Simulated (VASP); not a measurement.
BN:

```
B N
1.0
     2.49824    0.00000    0.00000
    -1.24912    2.16354    0.00000
     0.00000    0.00000    6.63570
B N
2 2
Direct
  0.33333 0.66667 0.25000
  0.66667 0.33333 0.75000
  0.33333 0.66667 0.75000
  0.66667 0.33333 0.25000
```

| Property | Result |
| --- | --- |
| Program | VASP 6.6.1 |
| Task | relaxation of cell and atoms |
| Functional | rev-vdW-DF2 |
| Potentials or basis | VASP PAW PBE potentials, release 64 (B, N) |
| Cutoff | 600 eV |
| k mesh | 12 × 12 × 4 |
| Occupations | gaussian, width 0.03 eV |
| Spin | no spin polarisation |

At the start: pressure 3.2 GPa; volume 8.97 Å³/atom.

**Question.** Where does the relaxation end?

**Answer.** Over 9 steps the energy falls by 2.0 meV/atom and the volume is 8.83 Å³/atom (-1.6 %); space group P6_3/mmc (No. 194, to 0.05 Å).

Step by step:
| step | energy change (eV) | largest force (eV/Å) | pressure (GPa) | volume (Å³) |
| --- | --- | --- | --- | --- |
| 1 | 0.0000 | 0.0000 | 3.21 | 35.87 |
| 2 | 0.0141 | 0.0000 | -6.55 | 36.80 |
| 3 | -0.0057 | 0.0000 | -0.32 | 36.19 |
| 4 | -0.0057 | 0.0000 | -0.28 | 36.19 |
| 5 | -0.0061 | 0.0000 | -0.24 | 36.12 |
| 6 | -0.0069 | 0.0000 | -0.16 | 35.91 |
| 7 | -0.0080 | 0.0000 | -0.01 | 35.51 |
| 8 | -0.0070 | 0.0000 | 0.38 | 34.69 |
| 9 | -0.0081 | 0.0000 | 0.07 | 35.30 |

Final structure:
```
CELL_PARAMETERS angstrom
2.51004 0.00000 0.00000
-1.25502 2.17376 0.00000
0.00000 0.00000 6.46968
ATOMIC_POSITIONS crystal
B 0.33333 0.66667 0.25000
B 0.66667 0.33333 0.75000
N 0.33333 0.66667 0.75000
N 0.66667 0.33333 0.25000
```

Caveat: the PAW data sets were made with another functional, which shifts forces and pressure a little.
